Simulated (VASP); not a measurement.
Set up this calculation in VASP 6.6.1, as the native input.

* Task: relaxation of cell and atoms
* Functional: PBEsol
* Potentials or basis: VASP PAW PBE potentials, release 64 (Hf_pv, O_s)
* Cutoff: 480 eV
* k mesh: 8 × 8 × 8
* Occupations: gaussian, width 0.02 eV
* Spin: no spin polarisation
* Further INCAR settings: ALGO = Fast; EDIFF = 1e-07; IBRION = 2; EDIFFG = -0.005; NSW = 90; ISIF = 3

The structure of HfO2 lies in POSCAR:

```
HfO2
1.0
    0.0000000000      2.5160796100      2.5160796100
    2.5160796100      0.0000000000      2.5160796100
    2.5160796100      2.5160796100      0.0000000000
Hf O
1 2
Direct
    0.0000000000      0.0000000000      0.0000000000
    0.7500000000      0.7500000000      0.7500000000
    0.2500000000      0.2500000000      0.2500000000
```

Measurements of this composition are mostly on another form, of space group No. 14.

These files were run (other wordings do the same):

INCAR

```
SYSTEM = HfO2
PREC = Accurate
ENCUT = 480
EDIFF = 1E-7
ISMEAR = 0
SIGMA = 0.02
LREAL = .False.
LASPH = .True.
NELM = 60
ALGO = Fast
ISIF = 3
LWAVE = .False.
LCHARG = .False.
GGA = PS
IBRION = 2
NSW = 90
EDIFFG = -0.005
```

KPOINTS

```
regular mesh
0
Gamma
  8 8 8
  0 0 0
```

Potentials or basis: VASP PAW PBE potentials, release 64 (Hf_pv, O_s).

Command:

```sh
$ cat potpaw_PBE.64/Hf_pv/POTCAR potpaw_PBE.64/O_s/POTCAR > POTCAR
$ mpirun -np 1 vasp_std > vasp.out
```

It gave:

| Property | Result |
| --- | --- |
| Relaxed volume | 10.54 Å³/atom |
| Relaxed cell | a = 3.550 Å, b = 3.550 Å, c = 3.550 Å, α = 60.00°, β = 60.00°, γ = 60.00° |
| Space group after relaxing (to 0.05 Å) | Fm-3m (No. 225) |
| Energy gained by relaxing | 0.5 meV/atom |
| Ionic steps | 3 |
| Pressure after relaxing | 0.0 GPa |
| Band gap on the k mesh | 3.75 eV, direct |

Caveat: the PAW data sets were made with another functional, which shifts forces and pressure a little; spin-orbit coupling is left out, which moves the levels of the heavy elements.

Run time: 21 s on 1 thread of Intel(R) Xeon(R) 6975P-C (Granite Rapids), on a shared host, peak memory 0.17 GiB.
